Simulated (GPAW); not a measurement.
# Al (Fm-3m) in GPAW: further runs

One crystal, Al, is run at these levels: PBE; tasks: single point, relaxation of cell and atoms.

Program: GPAW 26.7.0. These are calculated values, not measurements. Logs are shortened: lines on timing, memory, paths and dates and some standing lists are left out, and cuts for length are marked. The log counts tension as positive stress, the text compression.

**1. The crystal as given**

Symmetry: Fm-3m, No. 225, cubic system. The conventional cell has a = 4.050 Å, b = 4.050 Å, c = 4.050 Å, α = 90.00°, β = 90.00°, γ = 90.00°. Al (site symmetry m-3m) is surrounded by 12 Al at 2.86 Å.

**2. Single point, PBE**

Input file run.py:

```python
from ase.dft.bandgap import bandgap
from ase.io import read, write
from ase.units import GPa
from gpaw import GPAW, PW

atoms = read('Al.cif')

calc = GPAW(mode=PW(400),
            xc='PBE',
            kpts={'size': (5, 5, 5), 'gamma': True},
            occupations={'name': 'fermi-dirac', 'width': 0.05},
            nbands=16,
            convergence={'density': 1e-05, 'energy': 1e-05},
            maxiter=80,
            txt='gpaw.txt')
atoms.calc = calc
energy = atoms.get_potential_energy()
forces = atoms.get_forces()
stress = atoms.get_stress()
calc.write('gs.gpw')
write('result.traj', atoms)
print(f'Energy: {energy:.6f} eV')
print('Forces (eV/A):')
print(forces.round(4))
print('Stress (GPa):', (stress / GPa).round(3))
print('Fermi level:', round(calc.get_fermi_level(), 4), 'eV')
print(f'Gap: {bandgap(calc)[0]:.4f} eV, direct: {bandgap(calc, direct=True)[0]:.4f} eV')
```

Input file Al.cif:

```cif
data_Al
_cell_length_a 4.04961000
_cell_length_b 4.04961000
_cell_length_c 4.04961000
_cell_angle_alpha 90.00000000
_cell_angle_beta 90.00000000
_cell_angle_gamma 90.00000000
_space_group_name_H-M_alt 'Fm-3m'
_space_group_name_Hall '-F 4 2 3'
_space_group_IT_number 225
loop_
_space_group_symop_operation_xyz
'x,y,z'
'-x,-y,-z'
'-y,x,z'
'y,-x,-z'
'-x,-y,z'
'x,y,-z'
'y,-x,z'
'-y,x,-z'
'x,-y,-z'
'-x,y,z'
'-y,-x,-z'
'y,x,z'
'-x,y,-z'
'x,-y,z'
'y,x,-z'
'-y,-x,z'
'z,x,y'
'-z,-x,-y'
'z,-y,x'
'-z,y,-x'
'z,-x,-y'
'-z,x,y'
'z,y,-x'
'-z,-y,x'
'-z,x,-y'
'z,-x,y'
'-z,-y,-x'
'z,y,x'
'-z,-x,y'
'z,x,-y'
'-z,y,x'
'z,-y,-x'
'y,z,x'
'-y,-z,-x'
'x,z,-y'
'-x,-z,y'
'-y,z,-x'
'y,-z,x'
'-x,z,y'
'x,-z,-y'
'-y,-z,x'
'y,z,-x'
'-x,-z,-y'
'x,z,y'
'y,-z,-x'
'-y,z,x'
'x,-z,y'
'-x,z,-y'
'x,y+1/2,z+1/2'
'-x,-y+1/2,-z+1/2'
'-y,x+1/2,z+1/2'
[... 62 lines left out ...]
'-z+1/2,-x,-y+1/2'
'z+1/2,-y,x+1/2'
'-z+1/2,y,-x+1/2'
'z+1/2,-x,-y+1/2'
'-z+1/2,x,y+1/2'
'z+1/2,y,-x+1/2'
'-z+1/2,-y,x+1/2'
'-z+1/2,x,-y+1/2'
'z+1/2,-x,y+1/2'
'-z+1/2,-y,-x+1/2'
'z+1/2,y,x+1/2'
'-z+1/2,-x,y+1/2'
'z+1/2,x,-y+1/2'
'-z+1/2,y,x+1/2'
'z+1/2,-y,-x+1/2'
'y+1/2,z,x+1/2'
'-y+1/2,-z,-x+1/2'
'x+1/2,z,-y+1/2'
'-x+1/2,-z,y+1/2'
'-y+1/2,z,-x+1/2'
'y+1/2,-z,x+1/2'
'-x+1/2,z,y+1/2'
'x+1/2,-z,-y+1/2'
'-y+1/2,-z,x+1/2'
'y+1/2,z,-x+1/2'
'-x+1/2,-z,-y+1/2'
'x+1/2,z,y+1/2'
'y+1/2,-z,-x+1/2'
'-y+1/2,z,x+1/2'
'x+1/2,-z,y+1/2'
'-x+1/2,z,-y+1/2'
'x+1/2,y+1/2,z'
'-x+1/2,-y+1/2,-z'
'-y+1/2,x+1/2,z'
'y+1/2,-x+1/2,-z'
'-x+1/2,-y+1/2,z'
'x+1/2,y+1/2,-z'
'y+1/2,-x+1/2,z'
'-y+1/2,x+1/2,-z'
'x+1/2,-y+1/2,-z'
'-x+1/2,y+1/2,z'
'-y+1/2,-x+1/2,-z'
'y+1/2,x+1/2,z'
'-x+1/2,y+1/2,-z'
'x+1/2,-y+1/2,z'
'y+1/2,x+1/2,-z'
'-y+1/2,-x+1/2,z'
'z+1/2,x+1/2,y'
'-z+1/2,-x+1/2,-y'
'z+1/2,-y+1/2,x'
'-z+1/2,y+1/2,-x'
'z+1/2,-x+1/2,-y'
'-z+1/2,x+1/2,y'
'z+1/2,y+1/2,-x'
'-z+1/2,-y+1/2,x'
'-z+1/2,x+1/2,-y'
'z+1/2,-x+1/2,y'
'-z+1/2,-y+1/2,-x'
'z+1/2,y+1/2,x'
'-z+1/2,-x+1/2,y'
'z+1/2,x+1/2,-y'
'-z+1/2,y+1/2,x'
'z+1/2,-y+1/2,-x'
'y+1/2,z+1/2,x'
'-y+1/2,-z+1/2,-x'
'x+1/2,z+1/2,-y'
'-x+1/2,-z+1/2,y'
'-y+1/2,z+1/2,-x'
'y+1/2,-z+1/2,x'
'-x+1/2,z+1/2,y'
'x+1/2,-z+1/2,-y'
'-y+1/2,-z+1/2,x'
'y+1/2,z+1/2,-x'
'-x+1/2,-z+1/2,-y'
'x+1/2,z+1/2,y'
'y+1/2,-z+1/2,-x'
'-y+1/2,z+1/2,x'
'x+1/2,-z+1/2,y'
'-x+1/2,z+1/2,-y'
loop_
_atom_site_label
_atom_site_type_symbol
_atom_site_symmetry_multiplicity
_atom_site_Wyckoff_symbol
_atom_site_fract_x
_atom_site_fract_y
_atom_site_fract_z
_atom_site_occupancy
Al1 Al 4 a 0.0000000000 0.0000000000 0.0000000000 1
```

Potentials or basis: GPAW PAW data sets (gpaw-data 1.2.1), pw.

Command:

```console
$ OMP_NUM_THREADS=1 python run.py
```

gpaw.txt:

```text
__  _  _
 | _ |_)|_||  |
 |__||  | ||/\| - 26.7.0

Input parameters:
  mode=PW(ecut=400.0),
  convergence={'density': 1e-05, 'energy': 1e-05},
  kpts=MonkhorstPack(size=(5, 5, 5), gamma=True),
  maxiter=80,
  nbands=16,
  occupations=Occupations(name='fermi-dirac', width=0.05),
  xc=XC(name='PBE')

Diagonalizing LCAO Hamiltonian
Converting LCAO to pw mode
   .---------.
  /|         |
 * |         |
 | |         |
 |Al         |
 | .--Al-----.
 |/    Al   /
 Al--------*

Atoms  # Å, Bohr magnetons
|   | symbol |        x |        y |        z |    initial magnetic moments |
|---|--------|----------|----------|----------|-----------------------------|
| 0 |     Al | 0.000000 | 0.000000 | 0.000000 | ( 0.0000,  0.0000,  0.0000) |
| 1 |     Al | 0.000000 | 2.024805 | 2.024805 | ( 0.0000,  0.0000,  0.0000) |
| 2 |     Al | 2.024805 | 0.000000 | 2.024805 | ( 0.0000,  0.0000,  0.0000) |
| 3 |     Al | 2.024805 | 2.024805 | 0.000000 | ( 0.0000,  0.0000,  0.0000) |

Unit cell  # Å
| periodic |        x |        y |        z |  lengths |    angles |
|----------|----------|----------|----------|----------|-----------|
|      yes | 4.049610 | 0.000000 | 0.000000 | 4.049610 | 90.000000 |
|      yes | 0.000000 | 4.049610 | 0.000000 | 4.049610 | 90.000000 |
|      yes | 0.000000 | 0.000000 | 4.049610 | 4.049610 | 90.000000 |

Number of symmetries: 48
Symmetry operations  # r_c * U_cc + t_c -> r_c
|    | kind |            matrix            |
|----|------|------------------------------|
|  0 |  E   |  1, 0, 0,  0, 1, 0,  0, 0, 1 |
|  1 |  σ   |  1, 0, 0,  0, 1, 0,  0, 0,-1 |
|  2 |  σ   |  1, 0, 0,  0, 0, 1,  0, 1, 0 |
|  3 |  C4  |  1, 0, 0,  0, 0, 1,  0,-1, 0 |
|  4 |  C4  |  1, 0, 0,  0, 0,-1,  0, 1, 0 |
|  5 |  σ   |  1, 0, 0,  0, 0,-1,  0,-1, 0 |
|  6 |  σ   |  1, 0, 0,  0,-1, 0,  0, 0, 1 |
|  7 |  C2  |  1, 0, 0,  0,-1, 0,  0, 0,-1 |
|  8 |  σ   |  0, 1, 0,  1, 0, 0,  0, 0, 1 |
|  9 |  C2  |  0, 1, 0,  1, 0, 0,  0, 0,-1 |
| 10 |  C3  |  0, 1, 0,  0, 0, 1,  1, 0, 0 |
| 11 |  S6  |  0, 1, 0,  0, 0, 1, -1, 0, 0 |
| 12 |  S6  |  0, 1, 0,  0, 0,-1,  1, 0, 0 |
| 13 |  C3  |  0, 1, 0,  0, 0,-1, -1, 0, 0 |
| 14 |  C4  |  0, 1, 0, -1, 0, 0,  0, 0, 1 |
| 15 |  S4  |  0, 1, 0, -1, 0, 0,  0, 0,-1 |
| 16 |  C3  |  0, 0, 1,  1, 0, 0,  0, 1, 0 |
| 17 |  S6  |  0, 0, 1,  1, 0, 0,  0,-1, 0 |
| 18 |  σ   |  0, 0, 1,  0, 1, 0,  1, 0, 0 |
| 19 |  C4  |  0, 0, 1,  0, 1, 0, -1, 0, 0 |
| 20 |  C2  |  0, 0, 1,  0,-1, 0,  1, 0, 0 |
| 21 |  S4  |  0, 0, 1,  0,-1, 0, -1, 0, 0 |
| 22 |  S6  |  0, 0, 1, -1, 0, 0,  0, 1, 0 |
| 23 |  C3  |  0, 0, 1, -1, 0, 0,  0,-1, 0 |
| 24 |  S6  |  0, 0,-1,  1, 0, 0,  0, 1, 0 |
| 25 |  C3  |  0, 0,-1,  1, 0, 0,  0,-1, 0 |
| 26 |  C4  |  0, 0,-1,  0, 1, 0,  1, 0, 0 |
| 27 |  σ   |  0, 0,-1,  0, 1, 0, -1, 0, 0 |
| 28 |  S4  |  0, 0,-1,  0,-1, 0,  1, 0, 0 |
| 29 |  C2  |  0, 0,-1,  0,-1, 0, -1, 0, 0 |
| 30 |  C3  |  0, 0,-1, -1, 0, 0,  0, 1, 0 |
| 31 |  S6  |  0, 0,-1, -1, 0, 0,  0,-1, 0 |
| 32 |  C4  |  0,-1, 0,  1, 0, 0,  0, 0, 1 |
| 33 |  S4  |  0,-1, 0,  1, 0, 0,  0, 0,-1 |
| 34 |  S6  |  0,-1, 0,  0, 0, 1,  1, 0, 0 |
| 35 |  C3  |  0,-1, 0,  0, 0, 1, -1, 0, 0 |
| 36 |  C3  |  0,-1, 0,  0, 0,-1,  1, 0, 0 |
| 37 |  S6  |  0,-1, 0,  0, 0,-1, -1, 0, 0 |
| 38 |  σ   |  0,-1, 0, -1, 0, 0,  0, 0, 1 |
| 39 |  C2  |  0,-1, 0, -1, 0, 0,  0, 0,-1 |
| 40 |  σ   | -1, 0, 0,  0, 1, 0,  0, 0, 1 |
| 41 |  C2  | -1, 0, 0,  0, 1, 0,  0, 0,-1 |
| 42 |  C2  | -1, 0, 0,  0, 0, 1,  0, 1, 0 |
| 43 |  S4  | -1, 0, 0,  0, 0, 1,  0,-1, 0 |
| 44 |  S4  | -1, 0, 0,  0, 0,-1,  0, 1, 0 |
| 45 |  C2  | -1, 0, 0,  0, 0,-1,  0,-1, 0 |
| 46 |  C2  | -1, 0, 0,  0,-1, 0,  0, 0, 1 |
| 47 |  i   | -1, 0, 0,  0,-1, 0,  0, 0,-1 |

BZ-sampling:
  Number of BZ points: 125
  Number of IBZ points: 10

  Monkhorst-Pack size: [5, 5, 5]
  Monkhorst-Pack shift: [0, 0, 0]

K-points  # in reciprocal-cell coordinates
|   |                                coordinates |     weight |
|---|--------------------------------------------|------------|
| 0 | (  0.00000000,   0.00000000,   0.00000000) | 0.00800000 |
| 1 | (  0.20000000,   0.00000000,   0.00000000) | 0.04800000 |
| 2 | (  0.20000000,   0.20000000,   0.00000000) | 0.09600000 |
| 3 | (  0.20000000,   0.20000000,   0.20000000) | 0.06400000 |
| 4 | (  0.40000000,   0.00000000,   0.00000000) | 0.04800000 |
| 5 | (  0.40000000,   0.20000000,   0.00000000) | 0.19200000 |
| 6 | (  0.40000000,   0.20000000,   0.20000000) | 0.19200000 |
| 7 | (  0.40000000,   0.40000000,   0.00000000) | 0.09600000 |
| 8 | (  0.40000000,   0.40000000,   0.20000000) | 0.19200000 |
| 9 | (  0.40000000,   0.40000000,   0.40000000) | 0.06400000 |

Plane wave coefficients: 1217
Cutoff: 400.0 eV

Spin-components: 1 (collinear spins)
Bands:           16
Projectors:      20
Spin-degeneracy: 2
Datatype:        complex128

Density:
  Valence electrons: 12.0
  Components: 1
  Grid points: [20 20 20]
  Charge: 0.0  # |e|

Potential:
  Grid points: [20 20 20]

species:
  Al:
    name:    Aluminium
    Z:       13.0
    valence: 3
    core:    10
    charge:  0.0  # [|e|]
    compensation charges:
      type: gauss
      rc: 0.34  # [Å]
      lmax: 2
    cutoffs:
      filter: 1.91  # [Å]
      core: 2.36  # [Å]
    projectors
    | kind |    occ | energy [eV] | rcut [Å] |
    |------|--------|-------------|----------|
    |   3s |  2.000 |      -7.753 |    1.085 |
    |   3p |  1.000 |      -2.712 |    1.085 |
    |    s |        |      19.459 |    1.085 |
    |    p |        |      24.499 |    1.085 |
    |    d |        |       0.000 |    1.085 |

    Using partial waves for Al as LCAO basis

Reference energy: -26413.693060  # eV

eigensolver:
  PPCG
  Converge bands: occupied
  niter=2

density mixing:
  MSR1-Mixer
  Pratt-step length: 0.05
  Maximum mixing coefficient: 0.75
  Old densities: 10
  SVD Regularization: 0.005
  Good broyden scale: 1.0
  Trust region scale: 1.0
  Backstep threshold: 4.0
  History deletion threshold: 6.0
  Fourier metric: weight=20.0, sigma=0.015

occupation numbers:
  Fermi-Dirac:
    width: 0.0500  # eV

poisson solver:
  ecut: 3200.0  # eV

xc functional:
  name: PBE with 2 nearest neighbor stencil

convergence criteria:
- Maximum integral of absolute [dens]ity change: 1e-05 electrons / valence electron
- Maximum [total energy] change in last 3 cyles: 1e-05 eV / valence electron
- Maximum integral of absolute [eigenst]ate change: 4e-08 eV^2 / valence electron
maximum number of iterations: 80

SCF iterations
|iter     | |      energy | eigst |  dens |
|---------|-|-------------|-------|-------|
|iter:   1| |  -14.951804 | -0.23 |       |
|iter:   2| |  -14.953602 | -3.07 | -0.97 |
|iter:   3| |  -14.952365 | -3.36 | -0.99 |
|iter:   4| |  -14.953208 | -4.02 | -1.58 |
|iter:   5| |  -14.953213 | -5.78 | -2.93 |
|iter:   6| |  -14.953219c| -6.32 | -3.35 |
|iter:   7| |  -14.953218c| -8.02c| -4.50 |
|iter:   8| |  -14.953218c| -8.95c| -4.94 |
|iter:   9| |  -14.953218c| -9.76c| -5.58c|

Converged in 9 steps
Energy contributions relative to reference atoms: (reference = -26413.693060)

Energy contributions:
  Kinetic:          14.022455
  Coulomb:          -6.593087
  Zero:             -0.024493
  External:          0.000000
  Xc:              -22.346422
  Entropy:          -0.023343
  Spinorbit:         0.000000
  ----------------------------
  Free energy:     -14.964890
  Extrapolated:    -14.953218

dipole moment: (-13.896391, -13.896391, -13.896391)  # |e|*Ang

Fermi level: 7.226
Eigenvalues  # (at kpt = [0.000, 0.000, 0.000])
| band index |      eig [eV] | occ [0-2] |
|------------|---------------|-----------|
|          0 |        -3.995 |     2.000 |
|          1 |         4.189 |     2.000 |
|          2 |         4.189 |     2.000 |
|          3 |         4.189 |     2.000 |
|          4 |         5.500 |     2.000 |
|          5 |         5.500 |     2.000 |
[... 8 lines left out ...]
|         14 |        16.109 |     0.000 |
|         15 |        16.109 |     0.000 |

No gap
No difference between direct/indirect transitions

Forces  # eV/Ang
|       x |       y |       z |
|---------|---------|---------|
| 0.00000 | 0.00000 | 0.00000 |  # Al   0
| 0.00000 | 0.00000 | 0.00000 |  # Al   1
| 0.00000 | 0.00000 | 0.00000 |  # Al   2
| 0.00000 | 0.00000 | 0.00000 |  # Al   3

Stress tensor  # eV/Ang^3
|         x |         y |        z |
|-----------|-----------|----------|
|  0.002002 | -0.000000 | 0.000000 |
| -0.000000 |  0.002002 | 0.000000 |
|  0.000000 |  0.000000 | 0.002002 |

# Writing to gs.gpw (mode='')
```

Run time: 3.5 s. Hardware: 1 thread of Arm Neoverse V2, shared host; peak memory 0.13 GiB.

The run converged, but some of its settings lie outside the range that counts as converged, so its numbers aren't taken as properties of the crystal.

Results:

* Free energy: -14.9649 eV
* Pressure: -0.3 GPa
* Band gap on the k mesh: none (metal or under the smearing width)

Caveat: the cutoff is short for stress and forces, so pressures can be off by a GPa or more.

**3. Single point, PBE**

run.py, as its differences from that of step 2:

```diff
@@ -5,11 +5,11 @@
 
-atoms = read('Al.cif')
+atoms = read('POSCAR')
 
-calc = GPAW(mode=PW(400),
+calc = GPAW(mode=PW(600),
             xc='PBE',
-            kpts={'size': (5, 5, 5), 'gamma': True},
-            occupations={'name': 'fermi-dirac', 'width': 0.05},
-            nbands=16,
+            kpts={'size': (11, 11, 11), 'gamma': True},
+            occupations={'name': 'methfessel-paxton', 'order': 0, 'width': 0.011},
+            nbands=7,
             convergence={'density': 1e-05, 'energy': 1e-05},
-            maxiter=80,
+            maxiter=150,
             txt='gpaw.txt')
```

Input file POSCAR:

```
Al
1.0
    0.0000000000      2.0248050000      2.0248050000
    2.0248050000      0.0000000000      2.0248050000
    2.0248050000      2.0248050000      0.0000000000
Al
1
Direct
    0.0000000000      0.0000000000      0.0000000000
```

Potentials or basis: GPAW PAW data sets (gpaw-data 1.2.1), pw.

Command:

```console
$ OMP_NUM_THREADS=1 python run.py
```

Wall time 6.5 s (1 thread of Arm Neoverse V1, shared host); peak memory 0.13 GiB.

Results (log left out):

```
Free energy            : -3.7445 eV
Pressure               : -0.4 GPa
Band gap on the k mesh : none (metal or under the smearing width)
```

Levels at points of the mesh, in eV from the Fermi level:
| k point | band 1 | band 2 | band 3 | band 4 |
| --- | --- | --- | --- | --- |
| (0.00, 0.00, 0.00) | -11.12 | 12.57 | 12.57 | 12.57 |

**4. Relaxation of cell and atoms, PBE**

Input file run.py:

```python
from ase.filters import FrechetCellFilter
from ase.io import read, write
from ase.optimize import FIRE
from gpaw import GPAW, PW

atoms = read('Al.xyz')

calc = GPAW(mode=PW(600),
            xc='PBE',
            kpts={'size': (11, 11, 11), 'gamma': True},
            occupations={'name': 'fermi-dirac', 'width': 0.05},
            nbands=7,
            convergence={'density': 1e-05, 'forces': 0.0001},
            maxiter=150,
            txt='gpaw.txt')
atoms.calc = calc
opt = FIRE(FrechetCellFilter(atoms), trajectory='relax.traj', logfile='-')
done = opt.run(fmax=0.02, steps=100)
calc.write('gs.gpw')
write('result.traj', atoms)
print('Converged:', done)
print('Cell:', atoms.cell.cellpar().round(4))
print('Volume:', round(atoms.get_volume(), 4))
print(atoms.get_scaled_positions().round(5))
```

Input file Al.xyz:

```xyz
1
Lattice="0.0000000000 2.0248050000 2.0248050000 2.0248050000 0.0000000000 2.0248050000 2.0248050000 2.0248050000 0.0000000000" Properties=species:S:1:pos:R:3 pbc="T T T"
Al     0.0000000000      0.0000000000      0.0000000000
```

Command:

```console
$ OMP_NUM_THREADS=1 python run.py
```

Run time: 16 s. Hardware: 1 thread of Arm Neoverse V1, shared host; peak memory 0.14 GiB.

It converged, with:

```
Free energy                            : -3.7476 eV
Relaxed volume                         : 16.56 Å³/atom
Relaxed cell                           : a = 2.861 Å, b = 2.861 Å, c = 2.861 Å, α = 60.00°, β = 60.00°, γ = 60.00°
Space group after relaxing (to 0.05 Å) : Fm-3m (No. 225)
Energy gained by relaxing              : 0.1 meV/atom
Ionic steps                            : 3
Pressure after relaxing                : -0.1 GPa
Band gap on the k mesh                 : none (metal or under the smearing width)
```

Final structure:
```yaml
crystal:
  lattice:
    - [0.00000, 2.02305, 2.02305]
    - [2.02305, 0.00000, 2.02305]
    - [2.02305, 2.02305, 0.00000]
  atoms:
    - { symbol: Al, position: [0.00000, 0.00000, 0.00000] }
```

Levels at points of the mesh, in eV from the Fermi level:
| k point | band 1 | band 2 | band 3 | band 4 |
| --- | --- | --- | --- | --- |
| (0.00, 0.00, 0.00) | -11.12 | 12.60 | 12.60 | 12.60 |

Caveat: later steps reuse the first step's grids.

**5. Comparison with measurements**

Step 4. The cell as given is a measured one (16.60 Å³/atom); PBE puts the equilibrium volume -0.3 % from it, thermal expansion not counted.
